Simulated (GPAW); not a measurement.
# In (Im-3m) in GPAW: convergence with convergence criteria

Aim: find how far convergence criteria must go before the results for In settle, at PBEsol. This setting moves, with any that are tied to it; all else stays.

Program: GPAW 26.7.0. These are calculated values, not measurements. Logs are shortened: lines on timing, memory, paths and dates and some standing lists are left out, and cuts for length are marked. The log counts tension as positive stress, the text compression.

### 1 The structure

The structure is cubic, space group Im-3m (No. 229). The conventional cell has a = 3.765 Å, b = 3.765 Å, c = 3.765 Å, α = 90.00°, β = 90.00°, γ = 90.00°. In (site symmetry m-3m) has 8 In at 3.26 Å as nearest neighbours.

This isn't the form of In at room conditions, which is tetragonal.

### 2 With convergence criteria density=0.001 energy=0.01 eigenstates=0.0001

File run.py:

```python
from ase.dft.bandgap import bandgap
from ase.io import read, write
from ase.units import GPa
from gpaw import GPAW, PW, setup_paths

setup_paths.insert(0, '.')

atoms = read('POSCAR')

calc = GPAW(mode=PW(600),
            xc='PBEsol',
            kpts={'size': (10, 10, 10), 'gamma': True},
            occupations={'name': 'fermi-dirac', 'width': 0.05},
            nbands=14,
            convergence={'density': 0.001, 'energy': 0.01, 'eigenstates': 0.0001},
            maxiter=100,
            txt='gpaw.txt')
atoms.calc = calc
energy = atoms.get_potential_energy()
forces = atoms.get_forces()
stress = atoms.get_stress()
calc.write('gs.gpw')
write('result.traj', atoms)
print(f'Energy: {energy:.6f} eV')
print('Forces (eV/A):')
print(forces.round(4))
print('Stress (GPa):', (stress / GPa).round(3))
print('Fermi level:', round(calc.get_fermi_level(), 4), 'eV')
print(f'Gap: {bandgap(calc)[0]:.4f} eV, direct: {bandgap(calc, direct=True)[0]:.4f} eV')
```

File POSCAR:

```
In
1.0
   -1.8825252400      1.8825252400      1.8825252400
    1.8825252400     -1.8825252400      1.8825252400
    1.8825252400      1.8825252400     -1.8825252400
In
1
Direct
    0.0000000000      0.0000000000      0.0000000000
```

Potentials or basis: PAW data sets generated in the run's folder for this functional, pw.

The run is started by

```bash
gpaw-setup -f PBEsol In
OMP_NUM_THREADS=1 python run.py
```

gpaw.txt:

```text
__  _  _
 | _ |_)|_||  |
 |__||  | ||/\| - 26.7.0

Input parameters:
  mode=PW(ecut=600.0),
  convergence={'density': 0.001, 'energy': 0.01, 'eigenstates': 0.0001},
  kpts=MonkhorstPack(size=(10, 10, 10), gamma=True),
  maxiter=100,
  nbands=14,
  occupations=Occupations(name='fermi-dirac', width=0.05),
  xc=XC(name='PBEsol')

Diagonalizing LCAO Hamiltonian
Converting LCAO to pw mode

       In

Atoms  # Å, Bohr magnetons
|   | symbol |        x |        y |        z |    initial magnetic moments |
|---|--------|----------|----------|----------|-----------------------------|
| 0 |     In | 0.000000 | 0.000000 | 0.000000 | ( 0.0000,  0.0000,  0.0000) |

Unit cell  # Å
| periodic |         x |         y |         z |  lengths |     angles |
|----------|-----------|-----------|-----------|----------|------------|
|      yes | -1.882525 |  1.882525 |  1.882525 | 3.260629 | 109.471221 |
|      yes |  1.882525 | -1.882525 |  1.882525 | 3.260629 | 109.471221 |
|      yes |  1.882525 |  1.882525 | -1.882525 | 3.260629 | 109.471221 |

Number of symmetries: 48
Symmetry operations  # r_c * U_cc + t_c -> r_c
|    | kind |            matrix            |
|----|------|------------------------------|
|  0 |  σ   |  1, 1, 1,  0, 0,-1,  0,-1, 0 |
|  1 |  C4  |  1, 1, 1,  0, 0,-1, -1, 0, 0 |
|  2 |  C2  |  1, 1, 1,  0,-1, 0,  0, 0,-1 |
|  3 |  S6  |  1, 1, 1,  0,-1, 0, -1, 0, 0 |
|  4 |  S6  |  1, 1, 1, -1, 0, 0,  0, 0,-1 |
|  5 |  C4  |  1, 1, 1, -1, 0, 0,  0,-1, 0 |
|  6 |  E   |  1, 0, 0,  0, 1, 0,  0, 0, 1 |
|  7 |  σ   |  1, 0, 0,  0, 1, 0, -1,-1,-1 |
|  8 |  σ   |  1, 0, 0,  0, 0, 1,  0, 1, 0 |
|  9 |  C3  |  1, 0, 0,  0, 0, 1, -1,-1,-1 |
| 10 |  C3  |  1, 0, 0, -1,-1,-1,  0, 1, 0 |
| 11 |  σ   |  1, 0, 0, -1,-1,-1,  0, 0, 1 |
| 12 |  σ   |  0, 1, 0,  1, 0, 0,  0, 0, 1 |
| 13 |  C2  |  0, 1, 0,  1, 0, 0, -1,-1,-1 |
| 14 |  C3  |  0, 1, 0,  0, 0, 1,  1, 0, 0 |
| 15 |  S4  |  0, 1, 0,  0, 0, 1, -1,-1,-1 |
| 16 |  S4  |  0, 1, 0, -1,-1,-1,  1, 0, 0 |
| 17 |  C3  |  0, 1, 0, -1,-1,-1,  0, 0, 1 |
| 18 |  C3  |  0, 0, 1,  1, 0, 0,  0, 1, 0 |
| 19 |  S4  |  0, 0, 1,  1, 0, 0, -1,-1,-1 |
| 20 |  σ   |  0, 0, 1,  0, 1, 0,  1, 0, 0 |
| 21 |  C3  |  0, 0, 1,  0, 1, 0, -1,-1,-1 |
| 22 |  C2  |  0, 0, 1, -1,-1,-1,  1, 0, 0 |
| 23 |  S4  |  0, 0, 1, -1,-1,-1,  0, 1, 0 |
| 24 |  C4  |  0, 0,-1,  1, 1, 1,  0,-1, 0 |
| 25 |  σ   |  0, 0,-1,  1, 1, 1, -1, 0, 0 |
| 26 |  S6  |  0, 0,-1,  0,-1, 0,  1, 1, 1 |
| 27 |  C2  |  0, 0,-1,  0,-1, 0, -1, 0, 0 |
| 28 |  C4  |  0, 0,-1, -1, 0, 0,  1, 1, 1 |
| 29 |  S6  |  0, 0,-1, -1, 0, 0,  0,-1, 0 |
| 30 |  S6  |  0,-1, 0,  1, 1, 1,  0, 0,-1 |
| 31 |  C4  |  0,-1, 0,  1, 1, 1, -1, 0, 0 |
| 32 |  C4  |  0,-1, 0,  0, 0,-1,  1, 1, 1 |
| 33 |  S6  |  0,-1, 0,  0, 0,-1, -1, 0, 0 |
| 34 |  σ   |  0,-1, 0, -1, 0, 0,  1, 1, 1 |
| 35 |  C2  |  0,-1, 0, -1, 0, 0,  0, 0,-1 |
| 36 |  C2  | -1, 0, 0,  1, 1, 1,  0, 0,-1 |
| 37 |  S6  | -1, 0, 0,  1, 1, 1,  0,-1, 0 |
| 38 |  S6  | -1, 0, 0,  0, 0,-1,  1, 1, 1 |
| 39 |  C2  | -1, 0, 0,  0, 0,-1,  0,-1, 0 |
| 40 |  C2  | -1, 0, 0,  0,-1, 0,  1, 1, 1 |
| 41 |  i   | -1, 0, 0,  0,-1, 0,  0, 0,-1 |
| 42 |  S4  | -1,-1,-1,  1, 0, 0,  0, 1, 0 |
| 43 |  C3  | -1,-1,-1,  1, 0, 0,  0, 0, 1 |
| 44 |  C3  | -1,-1,-1,  0, 1, 0,  1, 0, 0 |
| 45 |  σ   | -1,-1,-1,  0, 1, 0,  0, 0, 1 |
| 46 |  S4  | -1,-1,-1,  0, 0, 1,  1, 0, 0 |
| 47 |  C2  | -1,-1,-1,  0, 0, 1,  0, 1, 0 |

BZ-sampling:
  Number of BZ points: 1000
  Number of IBZ points: 47

  Monkhorst-Pack size: [10, 10, 10]
  Monkhorst-Pack shift: [0.05, 0.05, 0.05]

K-points  # in reciprocal-cell coordinates
|     |                                coordinates |     weight |
|-----|--------------------------------------------|------------|
|   0 | (  0.00000000,   0.00000000,   0.00000000) | 0.00100000 |
|   1 | (  0.10000000,   0.00000000,   0.00000000) | 0.01200000 |
|   2 | (  0.10000000,   0.10000000,  -0.10000000) | 0.00600000 |
|   3 | (  0.20000000,   0.00000000,  -0.10000000) | 0.02400000 |
|   4 | (  0.20000000,   0.00000000,   0.00000000) | 0.01200000 |
|   5 | (  0.20000000,   0.10000000,  -0.10000000) | 0.02400000 |
|   6 | (  0.20000000,   0.20000000,  -0.20000000) | 0.00600000 |
|   7 | (  0.30000000,  -0.10000000,  -0.10000000) | 0.00800000 |
|   8 | (  0.30000000,   0.00000000,  -0.10000000) | 0.04800000 |
|   9 | (  0.30000000,   0.00000000,   0.00000000) | 0.01200000 |
| ... |                                            |            |
|  46 | (  0.50000000,   0.50000000,   0.50000000) | 0.00100000 |

Plane wave coefficients: 935
Cutoff: 600.0 eV

Spin-components: 1 (collinear spins)
Bands:           14
Projectors:      6
Spin-degeneracy: 2
Datatype:        complex128

Parallelization:
  kpt:    1
  domain: 1
  band:   1

Density:
  Valence electrons: 13.0
  Components: 1
  Grid points: [20 20 20]
  Charge: 0.0  # |e|

Potential:
  Grid points: [20 20 20]

species:
  In:
    name:    Indium
    Z:       49.0
    valence: 13
    core:    36
    charge:  0.0  # [|e|]
    compensation charges:
      type: gauss
      rc: 0.36  # [Å]
      lmax: 2
    cutoffs:
      filter: 2.09  # [Å]
      core: 2.48  # [Å]
    projectors
    | kind |    occ | energy [eV] | rcut [Å] |
    |------|--------|-------------|----------|
    |   5s |  2.000 |      -8.248 |    1.185 |
    |   5p |  1.000 |      -2.521 |    1.244 |
    |   4d | 10.000 |     -18.596 |    1.148 |
    |    s |        |      18.964 |    1.185 |
    |    p |        |      24.691 |    1.244 |
    |    d |        |       8.615 |    1.148 |

    Using partial waves for In as LCAO basis

Reference energy: -159902.609223  # eV

eigensolver:
  PPCG
  Converge bands: occupied
  niter=2

density mixing:
  MSR1-Mixer
  Pratt-step length: 0.05
  Maximum mixing coefficient: 0.75
  Old densities: 10
  SVD Regularization: 0.005
  Good broyden scale: 1.0
  Trust region scale: 1.0
  Backstep threshold: 4.0
  History deletion threshold: 6.0
  Fourier metric: weight=20.0, sigma=0.015

occupation numbers:
  Fermi-Dirac:
    width: 0.0500  # eV

poisson solver:
  ecut: 4800.0  # eV

xc functional:
  name: PBEsol with 2 nearest neighbor stencil

convergence criteria:
- Maximum integral of absolute [dens]ity change: 0.001 electrons / valence electron
- Maximum [total energy] change in last 3 cyles: 0.01 eV / valence electron
- Maximum integral of absolute [eigenst]ate change: 0.0001 eV^2 / valence electron
maximum number of iterations: 100

SCF iterations
|iter     | |      energy | eigst |  dens |
|---------|-|-------------|-------|-------|
|iter:   1| |   -3.223887 | -0.47 |       |
|iter:   2| |   -3.219596 | -2.53 | -1.58 |
|iter:   3| |   -3.189968c| -2.69 | -1.61 |
|iter:   4| |   -3.189129c| -3.94 | -2.09 |
|iter:   5| |   -3.189198c| -4.13c| -2.71 |
|iter:   6| |   -3.189206c| -4.54c| -3.59c|

Converged in 6 steps
Energy contributions relative to reference atoms: (reference = -159902.609223)

Energy contributions:
  Kinetic:          10.118978
  Coulomb:          -9.381258
  Zero:              0.165869
  External:          0.000000
  Xc:               -4.090043
  Entropy:          -0.005505
  Spinorbit:         0.000000
  ----------------------------
  Free energy:      -3.191958
  Extrapolated:     -3.189206

dipole moment: (-6.377573, -6.377573, -6.377573)  # |e|*Ang

Fermi level: 6.516
Eigenvalues  # (at kpt = [0.000, 0.000, 0.000])
| band index |      eig [eV] | occ [0-2] |
|------------|---------------|-----------|
|          0 |        -7.886 |     2.000 |
|          1 |        -7.886 |     2.000 |
|          2 |        -7.886 |     2.000 |
|          3 |        -7.615 |     2.000 |
|          4 |        -7.615 |     2.000 |
|          5 |        -2.817 |     2.000 |
|          6 |        17.436 |     0.000 |
|          7 |        17.436 |     0.000 |
|          8 |        17.436 |     0.000 |
|          9 |        19.626 |     0.000 |
|         10 |        19.626 |     0.000 |
|         11 |        19.626 |     0.000 |
|         12 |        21.480 |     0.000 |
|         13 |        21.480 |     0.000 |

No gap
No difference between direct/indirect transitions

Forces  # eV/Ang
|       x |       y |       z |
|---------|---------|---------|
| 0.00000 | 0.00000 | 0.00000 |  # In   0

Stress tensor  # eV/Ang^3
|         x |         y |         z |
|-----------|-----------|-----------|
|  0.010592 |  0.000000 | -0.000000 |
|  0.000000 |  0.010592 | -0.000000 |
| -0.000000 | -0.000000 |  0.010592 |

# Writing to gs.gpw (mode='')
```

It took 7.3 s on 1 thread of Arm Neoverse V2, shared host; peak memory 0.14 GiB.

Results:

```
Free energy            : -3.1920 eV
Pressure               : -1.7 GPa
Band gap on the k mesh : none (metal or under the smearing width)
```

### 3 With convergence criteria default

Edit run.py of step 2 so:

```diff
@@ -14,3 +14,2 @@
             nbands=14,
-            convergence={'density': 0.001, 'energy': 0.01, 'eigenstates': 0.0001},
             maxiter=100,
```

POSCAR is that of step 2.

Potentials or basis: PAW data sets generated in the run's folder for this functional, pw.

The run is started by

```bash
gpaw-setup -f PBEsol In
OMP_NUM_THREADS=1 python run.py
```

Run time: 9.4 s. Hardware: 1 thread of Arm Neoverse V2, shared host; peak memory 0.14 GiB.

Results (log left out):

| Quantity | Value |
| --- | --- |
| Free energy | -3.1920 eV |
| Pressure | -1.7 GPa |
| Band gap on the k mesh | none (metal or under the smearing width) |

### 4 With convergence criteria density=1e-05 energy=1e-05

Edit run.py of step 3 so:

```diff
@@ -14,2 +14,3 @@
             nbands=14,
+            convergence={'density': 1e-05, 'energy': 1e-05},
             maxiter=100,
```

POSCAR is that of step 3.

The run is started by

```bash
gpaw-setup -f PBEsol In
OMP_NUM_THREADS=1 python run.py
```

It took 9.4 s on 1 thread of Arm Neoverse V2, shared host; peak memory 0.14 GiB.

The run converged. Its results:

- Free energy: -3.1920 eV
- Pressure: -1.7 GPa
- Band gap on the k mesh: none (metal or under the smearing width)

### 5 With convergence criteria density=1e-05 forces=0.0001

Edit run.py of step 4 so:

```diff
@@ -14,3 +14,3 @@
             nbands=14,
-            convergence={'density': 1e-05, 'energy': 1e-05},
+            convergence={'density': 1e-05, 'forces': 0.0001},
             maxiter=100,
```

POSCAR is that of step 4.

The run is started by

```bash
gpaw-setup -f PBEsol In
OMP_NUM_THREADS=1 python run.py
```

Wall time 10 s (1 thread of Arm Neoverse V2, shared host); peak memory 0.14 GiB.

The run converged. Its results:

* Free energy: -3.1920 eV
* Pressure: -1.7 GPa
* Band gap on the k mesh: none (metal or under the smearing width)

### 6 With convergence criteria density=1e-06 energy=1e-06 eigenstates=1e-10

Edit run.py of step 5 so:

```diff
@@ -14,3 +14,3 @@
             nbands=14,
-            convergence={'density': 1e-05, 'forces': 0.0001},
+            convergence={'density': 1e-06, 'energy': 1e-06, 'eigenstates': 1e-10},
             maxiter=100,
```

POSCAR is that of step 5.

Potentials or basis: PAW data sets generated in the run's folder for this functional, pw.

The run is started by

```bash
gpaw-setup -f PBEsol In
OMP_NUM_THREADS=1 python run.py
```

It took 11 s on 1 thread of Arm Neoverse V2, shared host; peak memory 0.14 GiB.

Results (log left out):

```
Free energy            : -3.1920 eV
Pressure               : -1.7 GPa
Band gap on the k mesh : none (metal or under the smearing width)
```

### 7 Result

| convergence criteria | energy less the tightest run, at zero smearing (meV/atom) | SCF cycles | CPU time (s) | peak memory (GiB) |
| --- | --- | --- | --- | --- |
| density=0.001 energy=0.01 eigenstates=0.0001 | 0.00 | 6 | 7.3 | 0.14 |
| default | 0.00 | 8 | 9.4 | 0.14 |
| density=1e-05 energy=1e-05 | 0.00 | 8 | 9.4 | 0.14 |
| density=1e-05 forces=0.0001 | 0.00 | 9 | 10 | 0.14 |
| density=1e-06 energy=1e-06 eigenstates=1e-10 | 0.00 | 10 | 11 | 0.14 |

Against the tightest run, the energy stays within 1 meV/atom from density=0.001 energy=0.01 eigenstates=0.0001 on. The tightest run that finished is the yardstick and may itself not be fully converged.
